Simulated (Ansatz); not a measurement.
## Band structure of MnS

```
CELL_PARAMETERS angstrom
3.97600 0.00000 0.00000
-1.98800 3.44332 0.00000
0.00000 0.00000 6.43200
ATOMIC_POSITIONS crystal
Mn 0.33333 0.66667 0.00000
Mn 0.66667 0.33333 0.50000
S 0.33333 0.66667 0.38500
S 0.66667 0.33333 0.88500
```

Atoms are numbered in the order listed.

The cell is COD entry 9008871, as deposited and not checked against the literature; nothing was relaxed. It differs from other determinations.

Runs of this kind can end on a higher state of the open shell or of the magnetic order, so this needn't be the ground state of the method.

Method: DFT, PBE, all-electron LAPW, scalar-relativistic (Ansatz 0.2.0).

The runs use a Γ-centred 12×12×7 k mesh, Fermi–Dirac smearing of 0.05 eV, basis error target 1 meV/atom, spin-polarised from start moments Mn1 4, Mn2 4 μB, ending with a cell moment of 9.93 μB.

Points in fractions of the reciprocal vectors of this cell: Γ (0, 0, 0), M (0.5, 0, 0), K (0.333, 0.333, 0), A (0, 0, 0.5), L (0.5, 0, 0.5), H (0.333, 0.333, 0.5). The path joins them by straight lines in the order Γ–M–K–Γ–A–L–H–A–L; legs that retrace an earlier one aren't tabulated. Energies are in eV from the Fermi level.

**Question.** Is there a gap?

**Answer.** None at this level of theory (metallic, semimetallic, or a small gap that the functional closes).

**Question.** List the levels between -5 and 5 eV at the symmetry points.

**Answer.** 
Γ spin-up: -4.94 (×2), -4.84 (×2), -4.79, -3.35 (×2), -3.10 (×2), -2.85, -0.73 (×2), -0.04, 0.20 (×2), 0.98, 2.55
Γ spin-down: -3.43 (×2), -3.39 (×2), -3.18, 0.57 (×2), 1.01, 1.05 (×2), 1.96, 2.24 (×2), 2.66, 3.11 (×2), 3.89
M spin-up: -4.77, -4.68, -4.46, -4.40, -3.32, -3.30, -3.17, -3.02, -2.92, -2.78, -2.47, -2.21, -1.23, -0.94, 3.40, 3.55, 4.24
M spin-down: -4.66, -4.01, -3.48, -3.38, -3.27, 0.07, 0.42, 0.66, 0.87, 0.92, 1.20, 1.30, 1.54, 1.99, 2.14, 4.68
K spin-up: -4.61 (×2), -3.47, -3.39 (×2), -3.30, -2.87, -2.48 (×2), -1.92, -1.80 (×2), 3.71
K spin-down: -4.50, -4.33 (×2), -3.93, -3.65 (×2), 0.12, 0.36 (×2), 0.47, 0.99, 1.29, 1.59 (×2), 1.86 (×2)
A spin-up: -4.91 (×4), -3.21 (×4), -1.69 (×2), -0.29 (×4), 2.56 (×2)
A spin-down: -4.32 (×2), -3.42 (×4), 0.86 (×4), 1.83 (×2), 2.58 (×4), 3.58 (×2)
L spin-up: -4.57 (×2), -4.56 (×2), -3.12 (×2), -3.05 (×2), -2.97 (×2), -1.56 (×2), -1.42 (×2), 2.99 (×2), 4.87 (×2)
L spin-down: -3.38 (×2), -3.38 (×2), 0.55 (×2), 0.92 (×2), 1.00 (×2), 1.65 (×2), 1.68 (×2), 4.43 (×2)
H spin-up: -4.38 (×2), -3.38 (×2), -2.97 (×2), -2.70 (×2), -2.46 (×2), -1.32 (×2), 4.12 (×2)
H spin-down: -4.82 (×2), -4.24 (×2), -3.11 (×2), 0.26 (×2), 0.92 (×2), 1.21 (×2), 1.31 (×2), 1.82 (×2)
